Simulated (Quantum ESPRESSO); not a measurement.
# ZrS2 (P-3m1) in Quantum ESPRESSO: further runs

One crystal, ZrS2, is run at these levels: PBE, LDA; tasks: band structure.

Everything below comes from runs of Quantum ESPRESSO 7.5. Logs are shortened: lines on timing, memory, paths and dates and some standing lists are left out, and cuts for length are marked.

**The experiment to reproduce.**

“Stress-Tuned Optical Transitions in Layered 1T-MX2 (M= Hf, Zr, Sn; X= S, Se) Crystals”, 2022, arxiv:2210.12074 quotes, for a bulk crystal of ZrS2: band gap 1.68 eV (indirect).

The runs below are set against these values where they give the same quantity.

## (1) The crystal as given

The structure is trigonal, space group P-3m1 (No. 164). The conventional cell has a = 3.691 Å, b = 3.691 Å, c = 6.041 Å, α = 90.00°, β = 90.00°, γ = 120.00°. Around Zr (site symmetry -3m) lie 6 S at 2.57 Å. S (site symmetry 3m) is surrounded by 3 Zr at 2.57 Å.

The cell is a database's computed one.

## (2) Band structure, PBE

File pw.in:

```
&CONTROL
  calculation = 'scf'
  prefix = 'pwscf'
  outdir = './tmp'
  pseudo_dir = './pseudo'
  tprnfor = .true.
  tstress = .true.
  disk_io = 'low'
/
&SYSTEM
  ibrav = 0
  nat = 3
  ntyp = 2
  ecutwfc = 66
  nbnd = 19
  occupations = 'smearing'
  smearing = 'fd'
  degauss = 0.00367493
/
&ELECTRONS
  conv_thr = 6d-10
  electron_maxstep = 120
  mixing_beta = 0.5
/
ATOMIC_SPECIES
Zr    91.2240 Zr.upf
S     32.0600 S.upf
CELL_PARAMETERS angstrom
   3.6913825498    0.0000000000    0.0000000000
  -1.8456912749    3.1968310632    0.0000000000
   0.0000000000    0.0000000000    6.0410770100
ATOMIC_POSITIONS angstrom
Zr     0.0000000000    0.0000000000    0.0000000000
S     -0.0000000002    2.1312207089    1.4372324502
S      1.8456912751    1.0656103543    4.6038445598
K_POINTS automatic
8 8 5 0 0 0
```

File bands.in:

```
&CONTROL
  calculation = 'bands'
  prefix = 'pwscf'
  outdir = './tmp'
  pseudo_dir = './pseudo'
  disk_io = 'low'
  verbosity = 'high'
/
&SYSTEM
  ibrav = 0
  nat = 3
  ntyp = 2
  ecutwfc = 66
  nbnd = 19
  occupations = 'smearing'
  smearing = 'fd'
  degauss = 0.00367493
/
&ELECTRONS
  conv_thr = 1d-08
  electron_maxstep = 120
  mixing_beta = 0.5
  diago_full_acc = .true.
/
ATOMIC_SPECIES
Zr    91.2240 Zr.upf
S     32.0600 S.upf
CELL_PARAMETERS angstrom
   3.6913825498    0.0000000000    0.0000000000
  -1.8456912749    3.1968310632    0.0000000000
   0.0000000000    0.0000000000    6.0410770100
ATOMIC_POSITIONS angstrom
Zr     0.0000000000    0.0000000000    0.0000000000
S     -0.0000000002    2.1312207089    1.4372324502
S      1.8456912751    1.0656103543    4.6038445598
K_POINTS crystal
60
 0.0000000000  0.0000000000  0.0000000000 1
 0.0625000000  0.0000000000  0.0000000000 1
 0.1250000000  0.0000000000  0.0000000000 1
 0.1875000000  0.0000000000  0.0000000000 1
 0.2500000000  0.0000000000  0.0000000000 1
 0.3125000000  0.0000000000  0.0000000000 1
 0.3750000000  0.0000000000  0.0000000000 1
 0.4375000000  0.0000000000  0.0000000000 1
 0.5000000000  0.0000000000  0.0000000000 1
 0.4583333333  0.0833333333  0.0000000000 1
 0.4166666667  0.1666666667  0.0000000000 1
 0.3750000000  0.2500000000  0.0000000000 1
 0.3333333333  0.3333333333  0.0000000000 1
 0.2962962963  0.2962962963  0.0000000000 1
 0.2592592593  0.2592592593  0.0000000000 1
 0.2222222222  0.2222222222  0.0000000000 1
 0.1851851852  0.1851851852  0.0000000000 1
 0.1481481481  0.1481481481  0.0000000000 1
 0.1111111111  0.1111111111  0.0000000000 1
 0.0740740741  0.0740740741  0.0000000000 1
 0.0370370370  0.0370370370  0.0000000000 1
 0.0000000000  0.0000000000  0.0000000000 1
 0.0000000000  0.0000000000  0.1250000000 1
 0.0000000000  0.0000000000  0.2500000000 1
 0.0000000000  0.0000000000  0.3750000000 1
 0.0000000000  0.0000000000  0.5000000000 1
 0.0625000000  0.0000000000  0.5000000000 1
 0.1250000000  0.0000000000  0.5000000000 1
 0.1875000000  0.0000000000  0.5000000000 1
 0.2500000000  0.0000000000  0.5000000000 1
 0.3125000000  0.0000000000  0.5000000000 1
 0.3750000000  0.0000000000  0.5000000000 1
 0.4375000000  0.0000000000  0.5000000000 1
 0.5000000000  0.0000000000  0.5000000000 1
 0.4666666667  0.0666666667  0.5000000000 1
 0.4333333333  0.1333333333  0.5000000000 1
 0.4000000000  0.2000000000  0.5000000000 1
 0.3666666667  0.2666666667  0.5000000000 1
 0.3333333333  0.3333333333  0.5000000000 1
 0.3000000000  0.3000000000  0.5000000000 1
 0.2666666667  0.2666666667  0.5000000000 1
 0.2333333333  0.2333333333  0.5000000000 1
 0.2000000000  0.2000000000  0.5000000000 1
 0.1666666667  0.1666666667  0.5000000000 1
 0.1333333333  0.1333333333  0.5000000000 1
 0.1000000000  0.1000000000  0.5000000000 1
 0.0666666667  0.0666666667  0.5000000000 1
 0.0333333333  0.0333333333  0.5000000000 1
 0.0000000000  0.0000000000  0.5000000000 1
 0.5000000000  0.0000000000  0.5000000000 1
 0.5000000000  0.0000000000  0.3750000000 1
 0.5000000000  0.0000000000  0.2500000000 1
 0.5000000000  0.0000000000  0.1250000000 1
 0.5000000000  0.0000000000  0.0000000000 1
 0.3333333333  0.3333333333  0.0000000000 1
 0.3333333333  0.3333333333  0.1000000000 1
 0.3333333333  0.3333333333  0.2000000000 1
 0.3333333333  0.3333333333  0.3000000000 1
 0.3333333333  0.3333333333  0.4000000000 1
 0.3333333333  0.3333333333  0.5000000000 1
```

Potentials or basis: PseudoDojo 0.4.1 SR PBE standard.

Launch:

```sh
> OMP_NUM_THREADS=1 pw.x -in pw.in > pw.out
> OMP_NUM_THREADS=1 pw.x -in bands.in > bands.out
```

pw.out:

```text
This program is part of the open-source Quantum ESPRESSO suite
     for quantum simulation of materials; please cite
[... 9 lines left out ...]
     --------------------
     sticks:   dense  smooth     PW     G-vecs:    dense   smooth      PW
     Sum         889     889    253                34811    34811    5383

     Using Slab Decomposition

     bravais-lattice index     =            0
     lattice parameter (alat)  =       6.9757  a.u.
     unit-cell volume          =     481.0827 (a.u.)^3
     number of atoms/cell      =            3
     number of atomic types    =            2
     number of electrons       =        24.00
     number of Kohn-Sham states=           19
     kinetic-energy cutoff     =      66.0000  Ry
     charge density cutoff     =     264.0000  Ry
     scf convergence threshold =      6.0E-10
     mixing beta               =       0.5000
     number of iterations used =            8  plain     mixing
     Exchange-correlation= PBE
                           (   1   4   3   4   0   0   0)

     celldm(1)=   6.975702  celldm(2)=   0.000000  celldm(3)=   0.000000
     celldm(4)=   0.000000  celldm(5)=   0.000000  celldm(6)=   0.000000

     crystal axes: (cart. coord. in units of alat)
               a(1) = (   1.000000   0.000000   0.000000 )
               a(2) = (  -0.500000   0.866025   0.000000 )
               a(3) = (   0.000000   0.000000   1.636535 )

     reciprocal axes: (cart. coord. in units 2 pi/alat)
               b(1) = (  1.000000  0.577350 -0.000000 )
               b(2) = (  0.000000  1.154701  0.000000 )
               b(3) = (  0.000000 -0.000000  0.611047 )

     PseudoPot. # 1 for Zr read from file:
     Zr.upf
     Pseudo is Norm-conserving + core correction, Zval = 12.0
     Generated using ONCVPSP code by D. R. Hamann
     Using radial grid of 1622 points,  6 beta functions with:
                l(1) =   0
                l(2) =   0
                l(3) =   1
                l(4) =   1
                l(5) =   2
                l(6) =   2

     PseudoPot. # 2 for S  read from file:
     S.upf
     Pseudo is Norm-conserving + core correction, Zval =  6.0
     Generated using ONCVPSP code by D. R. Hamann
     Using radial grid of 1146 points,  6 beta functions with:
                l(1) =   0
                l(2) =   0
                l(3) =   1
                l(4) =   1
                l(5) =   2
                l(6) =   2

     atomic species   valence    mass     pseudopotential
     Zr               12.00    91.22400     Zr( 1.00)
     S                 6.00    32.06000     S ( 1.00)

     12 Sym. Ops., with inversion, found

   Cartesian axes

     site n.     atom                  positions (alat units)
         1        Zr     tau(   1) = (   0.0000000   0.0000000   0.0000000  )
         2        S      tau(   2) = (  -0.0000000   0.5773503   0.3893480  )
         3        S      tau(   3) = (   0.5000000   0.2886751   1.2471871  )

     number of k points=    40  Fermi-Dirac smearing, width (Ry)=  0.0037
                       cart. coord. in units 2pi/alat
        k(    1) = (   0.0000000   0.0000000   0.0000000), wk =   0.0062500
        k(    2) = (   0.0000000   0.0000000   0.1222094), wk =   0.0125000
        k(    3) = (   0.0000000   0.0000000   0.2444188), wk =   0.0125000
        k(    4) = (   0.0000000   0.1443376   0.0000000), wk =   0.0375000
        k(    5) = (   0.0000000   0.1443376   0.1222094), wk =   0.0375000
        k(    6) = (   0.0000000   0.1443376   0.2444188), wk =   0.0375000
[... 32 lines left out ...]
        k(   39) = (  -0.1250000   0.5051815  -0.1222094), wk =   0.0750000
        k(   40) = (  -0.1250000   0.5051815  -0.2444188), wk =   0.0750000

     Dense  grid:    34811 G-vectors     FFT dimensions: (  40,  40,  60)

     Initial potential from superposition of free atoms

     starting charge      23.9976, renormalised to      24.0000
     Starting wfcs are   18 randomized atomic wfcs +    1 random wfcs

     Self-consistent Calculation

     iteration #  1     ecut=    66.00 Ry     beta= 0.50
     Davidson diagonalization with overlap
     ethr =  1.00E-02,  avg # of iterations =  4.9

     Threshold (ethr) on eigenvalues was too large:
     Diagonalizing with lowered threshold

     Davidson diagonalization with overlap
     ethr =  8.48E-04,  avg # of iterations =  1.0

     total energy              =    -145.67787938 Ry
     estimated scf accuracy    <       0.20828356 Ry

     iteration #  2     ecut=    66.00 Ry     beta= 0.50
     Davidson diagonalization with overlap
     ethr =  8.68E-04,  avg # of iterations =  2.1

     total energy              =    -145.70782581 Ry
     estimated scf accuracy    <       0.07999142 Ry

     iteration #  3     ecut=    66.00 Ry     beta= 0.50
     Davidson diagonalization with overlap
     ethr =  3.33E-04,  avg # of iterations =  2.2

     total energy              =    -145.72869622 Ry
     estimated scf accuracy    <       0.02230914 Ry
[... 33 lines left out ...]
     total energy              =    -145.73173964 Ry
     estimated scf accuracy    <       0.00000009 Ry

     iteration #  9     ecut=    66.00 Ry     beta= 0.50
     Davidson diagonalization with overlap
     ethr =  3.79E-10,  avg # of iterations =  2.0

     total energy              =    -145.73173965 Ry
     estimated scf accuracy    <          3.0E-09 Ry

     iteration # 10     ecut=    66.00 Ry     beta= 0.50
     Davidson diagonalization with overlap
     ethr =  1.26E-11,  avg # of iterations =  3.2

     End of self-consistent calculation

          k = 0.0000 0.0000 0.0000 (  4319 PWs)   bands (ev):

   -42.5122 -20.5702 -20.4238 -20.4238  -6.0885  -4.6941   2.2830   3.7132
     3.7132   6.3961   6.3961   6.4382   8.0715   8.0715   8.9138  11.4835
    11.4835  12.2522  12.3856

          k = 0.0000 0.0000 0.1222 (  4343 PWs)   bands (ev):

   -42.5122 -20.5703 -20.4238 -20.4238  -6.0331  -4.7844   2.5211   3.7225
     3.7225   5.9324   6.3622   6.3622   8.0628   8.0628   9.0699  11.5785
    11.5785  12.4635  12.7429

          k = 0.0000 0.0000 0.2444 (  4314 PWs)   bands (ev):

   -42.5122 -20.5705 -20.4238 -20.4238  -5.9246  -4.9474   3.0429   3.7378
     3.7378   5.0907   6.3082   6.3082   8.0484   8.0484   9.2116  11.7403
    11.7403  12.7056  13.7118
[... 43 lines left out ...]
          k = 0.0000 0.4330 0.1222 (  4348 PWs)   bands (ev):

   -42.4973 -20.6344 -20.5237 -20.4696  -5.2403  -4.7572   2.5120   3.3105
     4.0008   4.1999   5.4194   5.7018   7.6884   9.5743   9.9740  11.6948
    11.7521  13.3963  13.9246

          k = 0.0000 0.4330 0.2444 (  4353 PWs)   bands (ev):

   -42.4973 -20.6344 -20.5238 -20.4695  -5.2276  -4.7693   2.4462   3.2090
     3.9656   4.4261   5.4749   5.8000   7.6203   9.6002   9.9258  11.6260
    11.7439  13.0438  13.7770

          k = 0.0000-0.5774 0.0000 (  4350 PWs)   bands (ev):

   -42.4948 -20.6694 -20.5157 -20.4773  -5.1366  -4.7066   2.2235   3.9248
     4.0386   4.1366   4.8346   5.3180   7.6781   9.7248   9.9849  12.1568
    12.4222  13.1939  14.3943

          k = 0.0000-0.5774 0.1222 (  4344 PWs)   bands (ev):

   -42.4948 -20.6694 -20.5158 -20.4773  -5.1606  -4.6760   2.1911   3.6547
     3.9974   4.2459   5.1523   5.3868   7.6366   9.7222   9.9850  12.0146
    12.4560  12.9552  14.1245

          k = 0.0000-0.5774 0.2444 (  4356 PWs)   bands (ev):

   -42.4948 -20.6693 -20.5159 -20.4773  -5.1943  -4.6318   2.1321   3.4550
     3.9376   4.2802   5.4924   5.6123   7.5355   9.7175   9.9842  11.8073
    12.3910  12.8568  13.7090

          k = 0.1250 0.2165 0.0000 (  4351 PWs)   bands (ev):

   -42.5053 -20.5491 -20.5186 -20.4492  -5.6598  -4.7973   2.8722   3.4349
     3.8694   4.6270   5.3426   6.3222   8.4194   8.6845   9.4899  11.1040
    11.3888  14.0283  14.5454

          k = 0.1250 0.2165 0.1222 (  4351 PWs)   bands (ev):

   -42.5053 -20.5492 -20.5186 -20.4492  -5.6116  -4.8600   2.9183   3.4892
     3.8545   4.6541   5.3356   6.1711   8.4487   8.6263   9.6139  11.1658
    11.2122  14.2993  14.5748

          k = 0.1250 0.2165 0.2444 (  4351 PWs)   bands (ev):
[... 101 lines left out ...]
          k = 0.0000 0.4330-0.1222 (  4348 PWs)   bands (ev):

   -42.4973 -20.6345 -20.5237 -20.4696  -5.1392  -4.8790   2.6302   3.5659
     4.0540   4.1780   5.1081   5.3176   7.7589   9.5978   9.8315  11.9349
    12.3963  13.1659  14.7724

          k = 0.0000 0.4330-0.2444 (  4353 PWs)   bands (ev):

   -42.4973 -20.6344 -20.5238 -20.4695  -5.1687  -4.8411   2.5170   3.3155
     3.9952   4.4603   5.4145   5.4180   7.6800   9.6146   9.8376  11.7318
    12.1552  12.9615  14.2565

          k =-0.1250 0.3608-0.1222 (  4355 PWs)   bands (ev):

   -42.4991 -20.5961 -20.5301 -20.4771  -5.1943  -4.9352   3.0763   3.3485
     3.8205   4.3303   4.8406   5.6024   8.3342   9.0552   9.8931  11.2353
    12.0589  14.1770  15.4910

          k =-0.1250 0.3608-0.2444 (  4356 PWs)   bands (ev):

   -42.4991 -20.5961 -20.5302 -20.4771  -5.1328  -4.9971   2.8955   3.2061
     4.0465   4.4978   4.8956   5.6468   8.2724   9.0499   9.9103  11.2774
    11.6542  14.1826  15.0138

          k =-0.1250 0.5052-0.1222 (  4356 PWs)   bands (ev):

   -42.4948 -20.6495 -20.5162 -20.4976  -5.0689  -4.7798   2.4709   3.4708
     4.1428   4.3228   4.7764   5.1084   8.1407   9.5330   9.8755  11.5696
    12.5589  13.5234  14.7663

          k =-0.1250 0.5052-0.2444 (  4370 PWs)   bands (ev):

   -42.4948 -20.6495 -20.5163 -20.4975  -5.1084  -4.7327   2.4073   3.2998
     4.0656   4.4123   4.9159   5.4140   8.0184   9.5371   9.8652  11.5016
    12.6944  13.1317  14.2643

     the Fermi energy is     7.0059 ev

!    total energy              =    -145.73173965 Ry
     estimated scf accuracy    <          5.6E-10 Ry
     smearing contrib. (-TS)   =      -0.00000012 Ry
     internal energy E=F+TS    =    -145.73173953 Ry

     The total energy is F=E-TS. E is the sum of the following terms:
     one-electron contribution =     -55.21300876 Ry
     hartree contribution      =      35.42673018 Ry
     xc contribution           =     -32.72835923 Ry
     ewald contribution        =     -93.21710173 Ry

     convergence has been achieved in  10 iterations

     Forces acting on atoms (cartesian axes, Ry/au):

     atom    1 type  1   force =     0.00000000   -0.00000000    0.00000000
     atom    2 type  2   force =     0.00000000    0.00000000    0.00204294
     atom    3 type  2   force =     0.00000000    0.00000000   -0.00204294

     Total force =     0.002889     Total SCF correction =     0.000047

     Computing stress (Cartesian axis) and pressure

          total   stress  (Ry/bohr**3)                   (kbar)     P=        5.15
   0.00001066  -0.00000000   0.00000000            1.57       -0.00        0.00
   0.00000000   0.00001066   0.00000000            0.00        1.57        0.00
   0.00000000   0.00000000   0.00008372            0.00        0.00       12.32

=------------------------------------------------------------------------------=
   JOB DONE.
=------------------------------------------------------------------------------=
```

Wall time 76 s (1 thread of Intel Xeon Platinum 8488C (Sapphire Rapids), shared host); peak memory 0.12 GiB.

What came out:

```
Free energy             : -1982.7813 eV
Pressure                : 0.5 GPa
Largest force           : 0.053 eV/Å
Band gap on the k mesh  : 1.05 eV, indirect (least direct gap 1.63 eV)
Band gap along the path : 1.03 eV, indirect (least direct gap 1.63 eV)
```

Forces in eV/Å, atoms in the order of the input:
```
Zr   0.000  0.000  0.000
S    0.000  0.000  0.053
S    0.000  0.000 -0.053
```

Stress tensor (GPa, compression positive):
```
0.16 0.00 0.00
0.00 0.16 0.00
0.00 0.00 1.23
```

Levels at the corners of the path, in eV from the valence-band top:
| point | band 10 | band 11 | band 12 | band 13 | band 14 | band 15 |
| --- | --- | --- | --- | --- | --- | --- |
| Γ | -0.09 | -0.09 | -0.05 | 1.59 | 1.59 | 2.43 |
| M | -2.35 | -1.65 | -1.17 | 1.19 | 3.24 | 3.50 |
| K | -1.98 | -1.98 | -1.42 | 2.20 | 3.18 | 3.18 |
| Γ | -0.09 | -0.09 | -0.05 | 1.59 | 1.59 | 2.43 |
| A | -1.57 | -0.19 | -0.19 | 1.56 | 1.56 | 2.74 |
| L | -2.20 | -0.98 | -0.80 | 1.03 | 3.23 | 3.50 |
| H | -1.85 | -1.75 | -1.75 | 2.29 | 2.93 | 2.93 |
| A | -1.57 | -0.19 | -0.19 | 1.56 | 1.56 | 2.74 |
| L | -2.20 | -0.98 | -0.80 | 1.03 | 3.23 | 3.50 |
| M | -2.35 | -1.65 | -1.17 | 1.19 | 3.24 | 3.50 |
| K | -1.98 | -1.98 | -1.42 | 2.20 | 3.18 | 3.18 |
| H | -1.85 | -1.75 | -1.75 | 2.29 | 2.93 | 2.93 |

Caveat: this functional lacks dispersion, which binds the layers, so the pressure and a relaxed spacing across them are unreliable.

## (3) Band structure, LDA

pw.in, as its differences from that of step 2:

```diff
@@ -13,3 +13,3 @@
   ntyp = 2
-  ecutwfc = 66
+  ecutwfc = 70
   nbnd = 19
@@ -31,6 +31,6 @@
    0.0000000000    0.0000000000    6.0410770100
-ATOMIC_POSITIONS angstrom
+ATOMIC_POSITIONS crystal
 Zr     0.0000000000    0.0000000000    0.0000000000
-S     -0.0000000002    2.1312207089    1.4372324502
-S      1.8456912751    1.0656103543    4.6038445598
+S      0.3333333333    0.6666666667    0.2379099700
+S      0.6666666667    0.3333333333    0.7620900300
 K_POINTS automatic
```

bands.in, as its differences from that of step 2:

```diff
@@ -12,3 +12,3 @@
   ntyp = 2
-  ecutwfc = 66
+  ecutwfc = 70
   nbnd = 19
@@ -31,6 +31,6 @@
    0.0000000000    0.0000000000    6.0410770100
-ATOMIC_POSITIONS angstrom
+ATOMIC_POSITIONS crystal
 Zr     0.0000000000    0.0000000000    0.0000000000
-S     -0.0000000002    2.1312207089    1.4372324502
-S      1.8456912751    1.0656103543    4.6038445598
+S      0.3333333333    0.6666666667    0.2379099700
+S      0.6666666667    0.3333333333    0.7620900300
 K_POINTS crystal
```

Potentials or basis: PseudoDojo 0.4.1 SR LDA standard.

Launch:

```sh
> OMP_NUM_THREADS=1 pw.x -in pw.in > pw.out
> OMP_NUM_THREADS=1 pw.x -in bands.in > bands.out
```

Run time: 75 s. Hardware: 1 thread of Intel Xeon Platinum 8488C (Sapphire Rapids), shared host; peak memory 0.13 GiB.

It converged, with:

```
Free energy             : -1985.6608 eV
Pressure                : -4.5 GPa
Largest force           : 0.291 eV/Å
Band gap on the k mesh  : 0.93 eV, indirect (least direct gap 1.53 eV)
Band gap along the path : 0.90 eV, indirect (least direct gap 1.53 eV)
```

Forces in eV/Å, atoms in the order of the input:
```
Zr   0.000  0.000  0.000
S    0.000  0.000 -0.291
S    0.000  0.000  0.291
```

Stress tensor (GPa, compression positive):
```
-5.09  0.00  0.00
 0.00 -5.09  0.00
 0.00  0.00 -3.34
```

Levels at the corners of the path, in eV from the valence-band top:
| point | band 9 | band 10 | band 11 | band 12 | band 13 | band 14 | band 15 | band 16 |
| --- | --- | --- | --- | --- | --- | --- | --- | --- |
| Γ | -2.79 | -0.08 | -0.08 | -0.05 | 1.48 | 1.48 | 2.30 | 4.96 |
| M | -2.46 | -2.40 | -1.69 | -1.18 | 1.08 | 3.14 | 3.39 | 5.65 |
| K | -3.32 | -2.00 | -2.00 | -1.44 | 2.07 | 3.09 | 3.09 | 4.91 |
| Γ | -2.79 | -0.08 | -0.08 | -0.05 | 1.48 | 1.48 | 2.30 | 4.96 |
| A | -2.76 | -1.66 | -0.18 | -0.18 | 1.45 | 1.45 | 2.62 | 5.26 |
| L | -2.58 | -2.24 | -0.98 | -0.80 | 0.90 | 3.13 | 3.39 | 5.25 |
| H | -3.09 | -1.89 | -1.76 | -1.76 | 2.17 | 2.82 | 2.82 | 5.46 |
| A | -2.76 | -1.66 | -0.18 | -0.18 | 1.45 | 1.45 | 2.62 | 5.26 |
| L | -2.58 | -2.24 | -0.98 | -0.80 | 0.90 | 3.13 | 3.39 | 5.25 |
| M | -2.46 | -2.40 | -1.69 | -1.18 | 1.08 | 3.14 | 3.39 | 5.65 |
| K | -3.32 | -2.00 | -2.00 | -1.44 | 2.07 | 3.09 | 3.09 | 4.91 |
| H | -3.09 | -1.89 | -1.76 | -1.76 | 2.17 | 2.82 | 2.82 | 5.46 |

## (4) Comparison with measurements

Step 2. Measured gap of ZrS2: 1.68 eV (indirect; quoted in “Stress-Tuned Optical Transitions in Layered 1T-MX2 (M= Hf, Zr, Sn; X= S, Se) Crystals”, 2022, arxiv:2210.12074). This calculation gives 1.03 eV (-0.65 eV). Spin-orbit coupling on Zr is left out. The value is that of PBE, without temperature or zero-point motion. Semilocal functionals fall short of measured gaps as a rule. The cell is a database's relaxed one, not the measured one, which moves gaps too.

Step 3. Measured gap of ZrS2: 1.68 eV (indirect; quoted in “Stress-Tuned Optical Transitions in Layered 1T-MX2 (M= Hf, Zr, Sn; X= S, Se) Crystals”, 2022, arxiv:2210.12074). This calculation gives 0.90 eV (-0.78 eV). Spin-orbit coupling on Zr is left out. The value is that of LDA, without temperature or zero-point motion. Semilocal functionals fall short of measured gaps as a rule. The cell is a database's relaxed one, not the measured one, which moves gaps too.
